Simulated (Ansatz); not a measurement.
NiO2: changing the functional

Space group R-3m:H (No. 166). a = 2.804 Å, b = 2.804 Å, c = 20.923 Å, α = 90.00°, β = 90.00°, γ = 120.00°
| atom | site | symmetry | x | y | z |
| --- | --- | --- | --- | --- | --- |
| Ni | 3a | -3m | 0.0000 | 0.0000 | 0.0000 |
| O | 6c | 3m | 0.3333 | 0.6667 | 0.0455 |

The cell comes from a database or a generator and needn't be the stable form of this composition.

Kept alike: task band structure; k mesh 11 × 11 × 11; occupations fermi-dirac, width 0.05 eV; collinear spin, ferromagnetic start. Program: Ansatz, Ansatz PAW. Cutoffs run from 420 to 500 eV. The mesh is that of the run's cell of 3 atoms. No spin-orbit coupling.

| functional | band gap (eV) | pressure (GPa) |
| --- | --- | --- |
| LDA | 1.191 | -7.93 |
| PBEsol | 1.252 | -3.81 |
| r2SCAN | 1.766 | -4.31 |

Pressure is positive in compression, with a Pulay correction for the finite cutoff. The moments vanished: the runs ended non-magnetic. Gaps are the smaller of the mesh's and the band path's. All rows use potentials made for PBE.

The band gap runs from 1.191 (LDA) to 1.766 eV (r2SCAN). The pressure runs from -7.93 (LDA) to -3.81 GPa (PBEsol).
